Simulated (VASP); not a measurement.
# Ag (I4/mmm) in VASP: a series of runs

One crystal, Ag, is run at these levels: PBEsol; tasks: single point, relaxation of cell and atoms.

Program: VASP 6.6.1. These are calculated values, not measurements. Logs are shortened: lines on timing, memory, paths and dates and some standing lists are left out, and cuts for length are marked.

### 1 Starting point

The structure is tetragonal, space group I4/mmm (No. 139). Conventional cell: a = 3.381 Å, b = 3.381 Å, c = 2.953 Å, α = 90.00°, β = 90.00°, γ = 90.00°. Around Ag (site symmetry 4/mmm) lie 10 Ag at 2.81 to 2.95 Å.

The cell was built by a generator and needn't be a form met in nature.

### 2 Single point, PBEsol

Contents of INCAR:

```
ALGO     = Fast           # electronic algorithm
EDIFF    = 1E-7           # SCF threshold, eV
ENCUT    = 520            # plane-wave cutoff, eV
GGA      = PS             # functional
ISIF     = 2              # what is computed and relaxed
ISMEAR   = 0              # smearing method
LASPH    = T              # aspherical terms in the spheres
LCHARG   = T              # write CHGCAR
LELF     = T              # ELF
LREAL    = F              # projectors in reciprocal space
LVHAR    = T            
LWAVE    = F              # write WAVECAR
NBANDS   = 12             # bands
NELM     = 100            # most SCF steps
PREC     = Accurate       # precision mode
SIGMA    = 0.1            # smearing width, eV
```

Contents of KPOINTS:

```
k-points
0
Gamma
  8 8 8
```

Contents of POSCAR:

```
Ag
1.0
   -1.6905303261      1.6905303261      1.4764489023
    1.6905303261     -1.6905303261      1.4764489023
    1.6905303261      1.6905303261     -1.4764489023
Ag
1
Direct
    0.5000000000      0.5000000000      0.0000000000
```

Potentials or basis: VASP PAW PBE potentials, release 64 (Ag).

Started as:

```bash
> cat potpaw_PBE.64/Ag/POTCAR > POTCAR
> mpirun -np 1 vasp_std > vasp.out
```

OUTCAR:

```text
EDIFF = 1E-7
   ENCUT = 520
   GGA = PS
   ISIF = 2
   ISMEAR = 0
   LASPH = T
   LREAL = F
   NELM = 100
   PREC = Accurate

 ion  position               nearest neighbor table
   1  0.500  0.500  0.000-

  LATTYP: Found a body centered tetragonal cell.
 ALAT       =     3.3810606522
 C/A-ratio  =     0.8733643399

  Lattice vectors:

 A1 = (  -1.6905303261,   1.6905303261,   1.4764489023)
 A2 = (   1.6905303261,  -1.6905303261,   1.4764489023)
 A3 = (   1.6905303261,   1.6905303261,  -1.4764489023)

Analysis of symmetry for initial positions (statically):
=====================================================================
 Subroutine PRICEL returns:
 Original cell was already a primitive cell.

 Routine SETGRP: Setting up the symmetry group for a
 body centered tetragonal supercell.

 Subroutine GETGRP returns: Found 16 space group operations
 (whereof 16 operations were pure point group operations)
 out of a pool of 16 trial point group operations.

The static configuration has the point symmetry D_4h.

Analysis of symmetry for dynamics (positions and initial velocities):
=====================================================================
 Subroutine PRICEL returns:
 Original cell was already a primitive cell.

 Routine SETGRP: Setting up the symmetry group for a
 body centered tetragonal supercell.

 Subroutine GETGRP returns: Found 16 space group operations
 (whereof 16 operations were pure point group operations)
 out of a pool of 16 trial point group operations.

The dynamic configuration has the point symmetry D_4h.

 Subroutine INISYM returns: Found 16 space group operations
 (whereof 16 operations are pure point group operations),
 and found     1 'primitive' translations

----------------------------------------------------------------------------------------

                                     Primitive cell

  volume of cell :      16.8781

  direct lattice vectors                    reciprocal lattice vectors
    -1.690530326  1.690530326  1.476448902     0.000000000  0.295765176  0.338650392
     1.690530326 -1.690530326  1.476448902     0.295765176  0.000000000  0.338650392
     1.690530326  1.690530326 -1.476448902     0.295765176  0.295765176  0.000000000

  length of vectors
     2.809926499  2.809926499  2.809926499     0.449623318  0.449623318  0.418275124

  position of ions in fractional coordinates (direct lattice)
     0.500000000  0.500000000  0.000000000

  ion indices of the primitive-cell ions
   primitive index   ion index
[... 83 lines left out ...]
   PSTRESS=    0.0 pullay stress
   NELECT =      11.0000    total number of electrons
   NUPDOWN=      -1.0000    fix difference up-down
   EMIN   =  10.00;   EMAX   =-10.00  energy-range for DOS
   EFERMI =   0.00;   METHOD = LEGACY
   ISMEAR =     0;   SIGMA  =   0.10  broadening in eV -4-tet -1-fermi 0-gaus
   EFERMI_NEDOS =   21; number of points for ismear=-14 and -15
   IALGO  =     68    algorithm
   IMIX   =      4    mixing-type and parameters
     AMIX     =   0.40;   BMIX     =  1.00
     AMIX_MAG =   1.60;   BMIX_MAG =  1.00
  volume/ion in A,a.u.               =      16.88       113.90
  Fermi-wavevector in a.u.,A,eV,Ry     =   1.419377  2.682233 27.410701  2.014630
  Thomas-Fermi vector in A             =   2.540403
   LORBIT       =      0    0 simple, 1 ext, 2 COOP (PROOUT), +10 PAW based schemes
   GGA     = PS    functional components
   LHFCALC =     F    Hartree Fock is set to
   AEXX    =    0.0000 exact exchange contribution
   IVDW    =     0    specifies the selected vdW correction
   LEPSILON=     F    determine dielectric tensor
   LRPA    =     F    only Hartree local field effects (RPA)
 non-spin polarized calculation
 RMM-DIIS sequential band-by-band and
 Gauss-broadening in eV      SIGMA  =   0.10
  energy-cutoff  :      520.00
  volume of cell :       16.88
 maximum number of plane-waves:       465
 NGX is ok and might be reduce to    24
   NGX = 11   NGY = 11   NGZ = 11

 number of electron      11.0000002 magnetization

 Free energy of the ion-electron system (eV)
  ---------------------------------------------------
  ext. energy  EPLUGINS =         0.00000000
  ---------------------------------------------------
  free energy    TOTEN  =        -3.23667978 eV

  energy without entropy =       -3.23459322  energy(sigma->0) =       -3.23563650

 E-fermi :   8.3652     XC(G=0): -12.4690

 val. band max:        8.3133232898   @ k =   0.2500   0.1250   0.1250
 cond. band min:       8.4773816273   @ k =   0.5000   0.2500   0.0000
 fundamental gap:      0.1640583375
 Fermi energy:         8.3652283653

 k-point     1 :       0.0000    0.0000    0.0000
  band No.  band energies     occupation
      1       0.4737      2.00000
      2       3.0529      2.00000
      3       3.7559      2.00000
      4       3.7559      2.00000
      5       4.2965      2.00000
      6       5.1092      2.00000
      7      25.3831      0.00000
      8      25.3831      0.00000
      9      28.2960      0.00000
     10      31.9724      0.00000
     11      31.9724      0.00000
     12      32.2249      0.00000
[... 331 lines left out ...]
 k-point    24 :       0.3750    0.1250    0.1250
  band No.  band energies     occupation
      1       2.4023      2.00000
      2       2.5680      2.00000
      3       4.4715      2.00000
      4       4.7674      2.00000
      5       5.2971      2.00000
      6      10.8192      0.00000
      7      13.3563      0.00000
      8      18.4018      0.00000
      9      18.8017      0.00000
     10      30.0711      0.00000
     11      33.0323      0.00000
     12      34.2457      0.00000

 [... further k-points ...]

------------------------ aborting loop because EDIFF is reached ----------------------------------------

  FORCE on cell =-STRESS in cart. coord.  units (eV):
  Direction    XX          YY          ZZ          XY          YZ          ZX
  --------------------------------------------------------------------------------------
  -------------------------------------------------------------------------------------
  Total       -0.0241567     -0.0241567     -0.0175074      0.0000000      0.0000000      0.0000000
  in kB       -2.2931061     -2.2931061     -1.6619084      0.0000000      0.0000000      0.0000000
  external PRESSURE =      -2.0827069 kB  Pullay stress =       0.0000000 kB

 VOLUME and BASIS-vectors are now :
 -----------------------------------------------------------------------------
  energy-cutoff  :      520.00
  volume of cell :       16.88
      direct lattice vectors                 reciprocal lattice vectors
    -1.690530326  1.690530326  1.476448902     0.000000000  0.295765176  0.338650392
     1.690530326 -1.690530326  1.476448902     0.295765176  0.000000000  0.338650392
     1.690530326  1.690530326 -1.476448902     0.295765176  0.295765176  0.000000000

 POSITION                                       TOTAL-FORCE (eV/Angst)
 -----------------------------------------------------------------------------------
      0.00000      0.00000      1.47645        -0.000000     -0.000000      0.000000
 -----------------------------------------------------------------------------------
    total drift:                               -0.000000      0.000000      0.000000

  FREE ENERGIE OF THE ION-ELECTRON SYSTEM (eV)
  ---------------------------------------------------
  free  energy   TOTEN  =        -3.2366797783 eV

  energy  without entropy=       -3.2345932175  energy(sigma->0) =       -3.23563650
```

Run time: 7.4 s. Hardware: 1 thread of Intel Xeon Platinum 8488C (Sapphire Rapids), shared host; peak memory 0.14 GiB.

What came out:

```yaml
Free_energy: -3.2367 eV
Pressure: -0.2 GPa
Band_gap_on_the_k_mesh: none (metal or under the smearing width)
```

Levels at points of the mesh, in eV from the Fermi level:
```
           k point  band 4  band 5  band 6  band 7  band 8  band 9
(0.00, 0.00, 0.00)   -4.61   -4.07   -3.26   17.02   17.02   19.93
(0.50, 0.00, 0.00)   -2.99   -2.55    0.20    4.79   12.74   13.60
(0.50, 0.50, 0.00)   -3.62   -2.60   -0.65    3.35   14.93   16.90
(0.50, 0.50, 0.50)   -2.81   -2.63    5.62    5.62    9.79   11.62
```

Caveat: the PAW data sets were made with another functional, which shifts forces and pressure a little.

(Part 1 of 2 ends here.)
